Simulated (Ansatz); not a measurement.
The system is RbBr.

```
CELL_PARAMETERS angstrom
0.00000 3.42700 3.42700
3.42700 0.00000 3.42700
3.42700 3.42700 0.00000
ATOMIC_POSITIONS crystal
Rb 0.00000 0.00000 0.00000
Br 0.50000 0.50000 0.50000
```

Base run:

```yaml
Program: Ansatz 0.2.0
Functional: PBE0
Potentials_or_basis: Ansatz PAW
Cutoff: "420 eV (not typed: the program's choice for these potentials)"
k_mesh: 6 × 6 × 6
Occupations: fermi-dirac, width 0.05 eV
Spin: no spin polarisation
```

Its results: band gap on the k mesh 6.24 eV, direct; pressure 0.7 GPa.

Task: The run is repeated on the same cell with these changes: functional from PBE0 to HSE06. What comes out?

Result: Band gap on the k mesh 5.52 eV, direct; pressure 0.8 GPa.

Caveats: the PAW data sets come from PBE, with cores solved anew for the run's functional, which leaves a small shift of forces and pressure; the thresholds are loose for stress.
